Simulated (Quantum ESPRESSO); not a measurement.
# CoSi2 (I4/mmm) in Quantum ESPRESSO: single point with PBEsol

Aim: the single point of CoSi2 with PBEsol.

Everything below comes from runs of Quantum ESPRESSO 7.5. Logs are shortened: lines on timing, memory, paths and dates and some standing lists are left out, and cuts for length are marked.

## (1) Starting point

Symmetry: I4/mmm, No. 139, tetragonal system. The conventional cell has a = 3.786 Å, b = 3.786 Å, c = 5.248 Å, α = 90.00°, β = 90.00°, γ = 90.00°. Around Co (site symmetry 4/mmm) lie 8 Si at 2.30 Å. Si (site symmetry -4m2) has 4 Co at 2.30 Å and 2 Si at 2.62 Å as nearest neighbours.

The cell was built by a generator and needn't be a form met in nature.

## (2) Single point, PBEsol

File pw.in:

```
&CONTROL
  calculation = 'scf'
  prefix = 'pwscf'
  outdir = './tmp'
  pseudo_dir = './pseudo'
  tprnfor = .true.
  tstress = .true.
  disk_io = 'nowf'
/
&SYSTEM
  ibrav = 0
  nat = 3
  ntyp = 2
  ecutwfc = 56
  ecutrho = 448
  nbnd = 19
  occupations = 'smearing'
  smearing = 'mp'
  degauss = 0.00734986
/
&ELECTRONS
  conv_thr = 6d-10
  electron_maxstep = 120
  mixing_beta = 0.5
/
ATOMIC_SPECIES
Co    58.9332 co_pbesol_v1.2.uspp.F.UPF
Si    28.0850 si_pbesol_v1.uspp.F.UPF
CELL_PARAMETERS angstrom
   0.0000000000    2.6769204000    2.6238069000
   2.6769204000    0.0000000000    2.6238069000
   2.6769204000    2.6769204000    0.0000000000
ATOMIC_POSITIONS crystal
Co     0.0000000000    0.0000000000    0.0000000000
Si     0.2500000000    0.2500000000    0.2500000000
Si     0.7500000000    0.7500000000    0.7500000000
K_POINTS automatic
16 16 16 0 0 0
```

Potentials or basis: GBRV 1.5 PBEsol.

Started as:

```sh
$ OMP_NUM_THREADS=1 pw.x -in pw.in > pw.out
```

pw.out:

```text
This program is part of the open-source Quantum ESPRESSO suite
     for quantum simulation of materials; please cite
[... 9 lines left out ...]
     --------------------
     sticks:   dense  smooth     PW     G-vecs:    dense   smooth      PW
     Sum        1553     773    245                40557    14311    2485

     Using Slab Decomposition

     bravais-lattice index     =            0
     lattice parameter (alat)  =       7.0834  a.u.
     unit-cell volume          =     253.7636 (a.u.)^3
     number of atoms/cell      =            3
     number of atomic types    =            2
     number of electrons       =        25.00
     number of Kohn-Sham states=           19
     kinetic-energy cutoff     =      56.0000  Ry
     charge density cutoff     =     448.0000  Ry
     scf convergence threshold =      6.0E-10
     mixing beta               =       0.5000
     number of iterations used =            8  plain     mixing
     Exchange-correlation= SLA  PW   PSX  PSC
                           (   1   4  10   8   0   0   0)

     celldm(1)=   7.083390  celldm(2)=   0.000000  celldm(3)=   0.000000
     celldm(4)=   0.000000  celldm(5)=   0.000000  celldm(6)=   0.000000

     crystal axes: (cart. coord. in units of alat)
               a(1) = (   0.000000   0.714156   0.699986 )
               a(2) = (   0.714156   0.000000   0.699986 )
               a(3) = (   0.714156   0.714156   0.000000 )

     reciprocal axes: (cart. coord. in units 2 pi/alat)
               b(1) = ( -0.700127  0.700127  0.714300 )
               b(2) = (  0.700127 -0.700127  0.714300 )
               b(3) = (  0.700127  0.700127 -0.714300 )

     PseudoPot. # 1 for Co read from file:
     co_pbesol_v1.2.uspp.F.UPF
     Pseudo is Ultrasoft + core correction, Zval = 17.0
     Generated by new atomic code, or converted to UPF format
     Using radial grid of  863 points,  6 beta functions with:
                l(1) =   0
                l(2) =   0
                l(3) =   1
                l(4) =   1
                l(5) =   2
                l(6) =   2
     Q(r) pseudized with  8 coefficients,  rinner =    1.200   1.200   1.200
                                                       1.200   1.200

     PseudoPot. # 2 for Si read from file:
     si_pbesol_v1.uspp.F.UPF
     Pseudo is Ultrasoft + core correction, Zval =  4.0
     Generated by new atomic code, or converted to UPF format
     Using radial grid of  899 points,  6 beta functions with:
                l(1) =   0
                l(2) =   0
                l(3) =   1
                l(4) =   1
                l(5) =   2
                l(6) =   2
     Q(r) pseudized with  8 coefficients,  rinner =    0.900   0.900   0.900
                                                       0.900   0.900

     atomic species   valence    mass     pseudopotential
     Co               17.00    58.93320     Co( 1.00)
     Si                4.00    28.08500     Si( 1.00)

     16 Sym. Ops., with inversion, found

   Cartesian axes

     site n.     atom                  positions (alat units)
         1        Co     tau(   1) = (   0.0000000   0.0000000   0.0000000  )
         2        Si     tau(   2) = (   0.3570781   0.3570781   0.3499932  )
         3        Si     tau(   3) = (   1.0712343   1.0712343   1.0499796  )

     number of k points=   349  Methfessel-Paxton smearing, width (Ry)=  0.0073

     Number of k-points >= 100: set verbosity='high' to print them.

     Dense  grid:    40557 G-vectors     FFT dimensions: (  48,  48,  50)

     Smooth grid:    14311 G-vectors     FFT dimensions: (  36,  36,  36)

     Check: negative core charge=   -0.000010

     Initial potential from superposition of free atoms

     starting charge      23.9987, renormalised to      25.0000
     Starting wfcs are   21 randomized atomic wfcs

     Self-consistent Calculation

     iteration #  1     ecut=    56.00 Ry     beta= 0.50
     Davidson diagonalization with overlap
     ethr =  1.00E-02,  avg # of iterations =  4.2

     total energy              =    -308.03644241 Ry
     estimated scf accuracy    <      15.74227701 Ry

     iteration #  2     ecut=    56.00 Ry     beta= 0.50
     Davidson diagonalization with overlap
     ethr =  1.00E-02,  avg # of iterations =  3.0

     total energy              =    -316.73496637 Ry
     estimated scf accuracy    <      32.81728213 Ry

     iteration #  3     ecut=    56.00 Ry     beta= 0.50
     Davidson diagonalization with overlap
     ethr =  1.00E-02,  avg # of iterations =  2.0

     total energy              =    -317.47538490 Ry
     estimated scf accuracy    <       6.56337411 Ry

     iteration #  4     ecut=    56.00 Ry     beta= 0.50
     Davidson diagonalization with overlap
     ethr =  1.00E-02,  avg # of iterations =  1.3

     total energy              =    -317.69196252 Ry
     estimated scf accuracy    <       1.50506130 Ry

     iteration #  5     ecut=    56.00 Ry     beta= 0.50
     Davidson diagonalization with overlap
     ethr =  6.02E-03,  avg # of iterations =  1.0

     total energy              =    -317.30284069 Ry
     estimated scf accuracy    <       0.99088592 Ry

     iteration #  6     ecut=    56.00 Ry     beta= 0.50
     Davidson diagonalization with overlap
     ethr =  3.96E-03,  avg # of iterations =  1.6

     total energy              =    -317.56077668 Ry
     estimated scf accuracy    <       0.50924403 Ry

     iteration #  7     ecut=    56.00 Ry     beta= 0.50
     Davidson diagonalization with overlap
     ethr =  2.04E-03,  avg # of iterations =  1.0
[... 39 lines left out ...]
     iteration # 13     ecut=    56.00 Ry     beta= 0.50
     Davidson diagonalization with overlap
     ethr =  7.21E-07,  avg # of iterations =  1.2

     total energy              =    -317.51852100 Ry
     estimated scf accuracy    <       0.00000287 Ry

     iteration # 14     ecut=    56.00 Ry     beta= 0.50
     Davidson diagonalization with overlap
     ethr =  1.15E-08,  avg # of iterations =  3.9

     total energy              =    -317.51852242 Ry
     estimated scf accuracy    <       0.00000092 Ry

     iteration # 15     ecut=    56.00 Ry     beta= 0.50
     Davidson diagonalization with overlap
     ethr =  3.70E-09,  avg # of iterations =  1.3

     total energy              =    -317.51852250 Ry
     estimated scf accuracy    <       0.00000001 Ry

     iteration # 16     ecut=    56.00 Ry     beta= 0.50
     Davidson diagonalization with overlap
     ethr =  5.93E-11,  avg # of iterations =  3.8

     total energy              =    -317.51852251 Ry
     estimated scf accuracy    <       0.00000001 Ry

     iteration # 17     ecut=    56.00 Ry     beta= 0.50
     Davidson diagonalization with overlap
     ethr =  4.54E-11,  avg # of iterations =  2.0

     End of self-consistent calculation

     Number of k-points >= 100: set verbosity='high' to print the bands.

     the Fermi energy is    13.0123 ev

!    total energy              =    -317.51852251 Ry
     estimated scf accuracy    <          2.0E-10 Ry
     smearing contrib. (-TS)   =       0.00000513 Ry
     internal energy E=F+TS    =    -317.51852764 Ry

     The total energy is F=E-TS. E is the sum of the following terms:
     one-electron contribution =    -235.86403204 Ry
     hartree contribution      =     131.19991016 Ry
     xc contribution           =     -41.23099292 Ry
     ewald contribution        =    -171.62341283 Ry

     convergence has been achieved in  17 iterations

     Forces acting on atoms (cartesian axes, Ry/au):

     atom    1 type  1   force =     0.00000000   -0.00000000    0.00000000
     atom    2 type  2   force =    -0.00000000    0.00000000   -0.00000000
     atom    3 type  2   force =     0.00000000   -0.00000000    0.00000000

     Total force =     0.000000     Total SCF correction =     0.000000

     Computing stress (Cartesian axis) and pressure

          total   stress  (Ry/bohr**3)                   (kbar)     P=       -7.69
  -0.00009886   0.00000000  -0.00000000          -14.54        0.00       -0.00
   0.00000000  -0.00009886  -0.00000000            0.00      -14.54       -0.00
  -0.00000000  -0.00000000   0.00004082           -0.00       -0.00        6.00

=------------------------------------------------------------------------------=
   JOB DONE.
=------------------------------------------------------------------------------=
```

Run time: 7.3 min. Hardware: 1 thread of AMD EPYC 7R43 (Zen 3), shared host; peak memory 0.36 GiB.

What came out:

```
Free energy            : -4320.0596 eV
Pressure               : -0.8 GPa
Band gap on the k mesh : none (metal or under the smearing width)
```

Levels at points of the mesh, in eV from the Fermi level:
```tsv
k point	band 9	band 10	band 11	band 12	band 13	band 14	band 15	band 16	band 17	band 18
(0.00, 0.00, 0.00)	-2.01	-1.92	1.00	3.36	3.36	3.38	3.58	3.65	3.65	5.52
(0.00, 0.00, -0.50)	-2.22	-1.68	-1.66	-0.54	-0.40	2.74	3.50	3.53	4.58	10.33
(0.00, -0.50, -0.50)	-3.55	-2.07	-2.01	-1.96	-1.35	1.77	2.95	8.58	9.53	10.17
(-0.50, -0.50, 0.00)	-3.79	-1.99	-1.99	-1.94	-1.38	1.62	2.84	8.64	9.77	9.77
```

Spin polarisation is off, so any magnetic state and its effect on volume and gap are missing.
